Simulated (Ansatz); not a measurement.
KCl: stationary points along a deformation path

Theory: DFT PBE, scalar-relativistic, plane waves, PAW in Ansatz. The runs took a 420 eV cutoff, a Γ-centred 8×8×8 mesh and Gaussian smearing (0.05 eV). No spin polarisation. Energies are free energies at this smearing, counted from the undisturbed cell; pressure is positive in compression.

Reference structure (as given, not relaxed at this level; it stands at -0.1 GPa; this CsCl-type form isn't the usual structure):

```
K Cl
1.0
     3.83920    0.00000    0.00000
     0.00000    3.83920    0.00000
     0.00000    0.00000    3.83920
K Cl
1 1
Direct
  0.00000 0.00000 0.00000
  0.50000 0.50000 0.50000
```

At fixed volume and fractional coordinates, lengths along (0.000, 0.000, 1.000) are scaled against those across it; ρ is that ratio over its starting value. V = 28.294 Å³/atom. Δσ is the stress along the axis less the mean stress across it (compression positive).

| ρ | ΔE (meV/atom) | Δσ (GPa) | space group |
| --- | --- | --- | --- |
| 0.650 | 591.0 | 28.48 | P4/mmm |
| 0.707 | 353.9 | 19.86 | P4/mmm |
| 0.780 | 169.3 | 12.45 | P4/mmm |
| 0.850 | 69.3 | 7.49 | P4/mmm |
| 0.920 | 17.8 | 3.66 | P4/mmm |
| 0.960 | 4.2 | 1.77 | P4/mmm |
| 1.000 | 0.0 | 0.00 | Pm-3m |
| 1.050 | 6.0 | -2.09 | P4/mmm |
| 1.100 | 23.0 | -4.12 | P4/mmm |
| 1.200 | 85.5 | -8.14 | P4/mmm |
| 1.300 | 181.1 | -12.23 | P4/mmm |
| 1.414 | 325.7 | -17.09 | P4/mmm |
| 1.500 | 457.5 | -20.88 | P4/mmm |

How does the stress give the slope of the energy, and where is the energy stationary?

Along the path d ln(length) is 2/3 d ln ρ on the axis and −1/3 d ln ρ across it, so dE/d ln ρ = −(2/3) V Δσ: the energy falls with ρ where Δσ is positive. Δσ vanishes or changes sign at ρ = 1.000 (Pm-3m), a minimum at 0.0 meV/atom. Pairs of stationary points between two samples would go unseen, and could change a minimum read from distant neighbours into a maximum. At ρ = 1.000 the cell is cubic, where symmetry alone makes the stress isotropic and the slope zero.

Which shear constant sets the curvature at ρ = 1?

For a cubic crystal E/V = (2/3) C (ln ρ)² with C = C′ = (C11 − C12)/2, so Δσ = −2C ln ρ. The parabola of Δσ against ln ρ through ρ = 0.960, 1 and 1.050 gives C ≈ 22 GPa with the ions clamped, rough because the steps are large.

Integrate that slope from ρ = 1 to 1.200 by the trapezoid rule.

With V/N in Å³ and 1 eV/Å³ = 160.2 GPa the slopes at ρ = 1.000, 1.050, 1.100, 1.200 are 0, 247, 485, 958 meV/atom per unit of ln ρ. The steps add 6.0 + 17.0 + 62.8 = 85.8 meV/atom, against 85.5 from the energies; the trapezoid rule misses the curvature of the slope within each step.